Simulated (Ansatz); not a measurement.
Crystal: HO, rock salt type, 2 atoms in the cell.

Method: r²SCAN, plane waves, PAW datasets (earlier set, tuned by hand) (Ansatz).

Cutoff 1050 eV; k-mesh 17×17×17 Γ-centred; Fermi–Dirac smearing of 0.1 eV; no spin polarisation.

The fit to the energies gives V₀ = 4.906 Å³/atom (a₀ = 3.398 Å), B₀ = 179 GPa, B₀′ = 4.05.

(1) What pressure does the program print at V = 5.063 Å³/atom, and how far above the lowest computed point (V = 4.912 Å³/atom) does the energy lie?

## Answers

(1) -5.29 GPa and 2.65 meV/atom. All points:

```
V (Å³/atom)   a (Å)  E − E(min) (meV/atom)  P (GPa)
      4.612  3.3290                  10.93    12.54
      4.762  3.3648                   2.47     5.66
      4.912  3.3999                   0.00    -0.24
      5.063  3.4342                   2.65    -5.29
      5.213  3.4679                   9.70    -9.61
```

The stress includes the program's correction for the finite plane-wave basis.

This cubic structure is a model: it isn't the usual form of the substance at ambient conditions, and such phases are metastable or hypothetical.
